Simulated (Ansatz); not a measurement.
# Hf: a sweep of one setting

```
CELL_PARAMETERS angstrom
0.00000 2.24240 2.24240
2.24240 0.00000 2.24240
2.24240 2.24240 0.00000
ATOMIC_POSITIONS crystal
Hf 0.00000 0.00000 0.00000
```

The structure comes from a relaxation in the same program, started in the fcc type, and has space group Fm-3m. Whether it is a known phase or the ground state wasn't checked.

No spin–orbit coupling, which matters for the heavy atoms here.

These are results of Ansatz 0.2.0, DFT, PBE, all-electron LAPW, scalar-relativistic, not measurements.

The runs use a Γ-centred 13×13×13 k mesh, Fermi–Dirac smearing of 0.05 eV, basis error target 0.25 meV/atom, no spin polarisation. One setting is then changed at a time.

```json
{"filling": "Fermi–Dirac 0.05 eV (base)", "energy at zero smearing less the base's (meV/atom)": "0.0", "P (GPa)": "0.03", "cutoff chosen (eV)": "240"}
{"filling": "tetrahedron", "energy at zero smearing less the base's (meV/atom)": "0.8", "P (GPa)": "–", "cutoff chosen (eV)": "240"}
{"filling": "Gaussian 0.2 eV", "energy at zero smearing less the base's (meV/atom)": "0.0", "P (GPa)": "0.15", "cutoff chosen (eV)": "240"}
{"filling": "Gaussian 0.05 eV", "energy at zero smearing less the base's (meV/atom)": "0.4", "P (GPa)": "-0.06", "cutoff chosen (eV)": "240"}
{"filling": "Fermi–Dirac 0.01 eV", "energy at zero smearing less the base's (meV/atom)": "0.4", "P (GPa)": "-0.06", "cutoff chosen (eV)": "240"}
{"filling": "Fermi–Dirac 0.15 eV", "energy at zero smearing less the base's (meV/atom)": "-0.5", "P (GPa)": "0.43", "cutoff chosen (eV)": "240"}
```
